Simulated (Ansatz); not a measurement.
The system is CO2.

```
O C
1.0
    -1.97473    1.97473    3.01406
     1.97473   -1.97473    3.01406
     1.97473    1.97473   -3.01406
O C
4 2
Cartesian
  1.3223 0.9874 3.7676
  0.6525 0.9874 0.7535
  2.9621 0.6525 -0.7535
  -0.9874 1.3223 2.2605
  0.0000 0.0000 0.0000
  0.0000 1.9747 1.5070
```

The cell comes from a database or a generator and needn't be the stable form of this composition.

```yaml
Program: Ansatz 0.2.0
Task: relaxation of cell and atoms
Functional: PBEsol
Potentials_or_basis: Ansatz PAW
Cutoff: "420 eV (not typed: the program's choice for these potentials)"
k_mesh: 9 × 9 × 9
Occupations: fermi-dirac, width 0.05 eV
Spin: no spin polarisation
```

At the start: volume 7.84 Å³/atom.

Question: Where does the relaxation end?

Answer: It ends after 7 steps and the volume is 7.59 Å³/atom (-3.1 %); space group I-42d (No. 122, to 0.05 Å).

The path:
```csv
step,energy change (eV),largest force (eV/Å),volume (Å³)
1,0.0000,0.2141,47.01
2,-0.0317,0.1084,45.98
3,-0.0373,0.0212,45.62
4,-0.0371,0.0061,45.65
5,-0.0277,0.0067,45.65
6,-0.0284,0.0005,45.57
7,-0.0278,0.0003,45.57
```

Final structure:
```yaml
crystal:
  lattice:
    - [-1.95911, 1.95911, 2.96814]
    - [1.95911, -1.95911, 2.96814]
    - [1.95911, 1.95911, -2.96814]
  atoms:
    - { symbol: O, position: [0.87500, 0.95776, 0.58276] }
    - { symbol: O, position: [0.37500, 0.29224, 0.41724] }
    - { symbol: O, position: [0.04224, 0.62500, 0.91724] }
    - { symbol: O, position: [0.70776, 0.12500, 0.08276] }
    - { symbol: C, position: [0.00000, 0.00000, 0.00000] }
    - { symbol: C, position: [0.75000, 0.25000, 0.50000] }
```

Caveat: the plane-wave basis is chosen anew once the cell has moved, so the energies of steps on either side of that aren't comparable; the pressure holds a Pulay correction of +1.3 GPa for the finite cutoff; the PAW data sets come from PBE, with cores solved anew for the run's functional, which leaves a small shift of forces and pressure.
